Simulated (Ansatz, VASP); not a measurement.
AlN: VASP beside Ansatz

INCAR

```
SYSTEM = AlN
PREC = Accurate ; ENCUT = 520
EDIFF = 1E-6 ; ISMEAR = 0
SIGMA = 0.05 ; LREAL = .False.
LASPH = .True. ; NELM = 60
ALGO = Normal ; ISIF = 2
LWAVE = .False. ; LCHARG = .False.
GGA = PE ; NBANDS = 16
```

KPOINTS

```
Automatic mesh
0
Gamma
  9 9 6
  0 0 0
```

POSCAR

```
AlN
1.0
    3.3134793407      0.0000000000      0.0000000000
   -1.6567396703      2.8695572839      0.0000000000
    0.0000000000      0.0000000000      4.1875902417
Al N
2 2
Direct
    0.3333333333      0.6666666667      0.7729095315
    0.6666666667      0.3333333333      0.2729095315
    0.3333333333      0.6666666667      0.2058696077
    0.6666666667      0.3333333333      0.7058696077
```

Input for Ansatz:

```yaml
crystal:
  lattice:
    - [3.3134793407, 0.0, 0.0]
    - [-1.6567396703, 2.8695572839, 0.0]
    - [0.0, 0.0, 4.1875902417]
  atoms:
    - { symbol: Al, position: [0.3333333333, 0.6666666667, 0.7729095315] }
    - { symbol: Al, position: [0.6666666667, 0.3333333333, 0.2729095315] }
    - { symbol: "N", position: [0.3333333333, 0.6666666667, 0.2058696077] }
    - { symbol: "N", position: [0.6666666667, 0.3333333333, 0.7058696077] }
basis:
  ecutwfc: 520.0
kpoints:
  mp_grid: { grid: [9, 9, 6] }
hamiltonian:
  xc: pbe
  pseudopotentials: { kind: paw, azcp: { folder: soft_1 } }
scf:
  occupations: { method: gaussian, width: 0.05 }
output:
  forces: true
  stress: true
  eigenvalues: true
```

Change from the starting cell: mode 4 frozen in at -0.185 Å and mode 10 at +0.000 Å (largest displacements).

Alike in both runs: task single point; functional PBE; k mesh 9 × 9 × 6; occupations gaussian, width 0.05 eV; no spin polarisation.

|  | VASP | Ansatz |
| --- | --- | --- |
| version | VASP 6.6.1 | Ansatz 0.2.0 |
| potentials or method | VASP PAW PBE potentials, release 64 (Al, N) | scalar-relativistic, plane waves, PAW |
| plane-wave cutoff (eV) | 520 | 520 |
| valence electrons in the cell | 16 | 16 |

```csv
,VASP,Ansatz,Ansatz less VASP
gap on the k mesh at the Fermi level (eV),3.59,3.58,-0.009
least direct gap on the mesh (eV),3.59,3.58,-0.009
pressure (GPa),7.3,7.5,+0.16
largest component of the traceless stress (GPa),23.90,23.70,-0.200
rms of the force components (eV/Å),0.887,0.884,-0.0032
```

Atom by atom the forces differ by 0.003 eV/Å (rms over components).

Caveats: forces of over 1 eV/Å show positions far from the minimum, so gaps and moduli don't describe the material at rest.
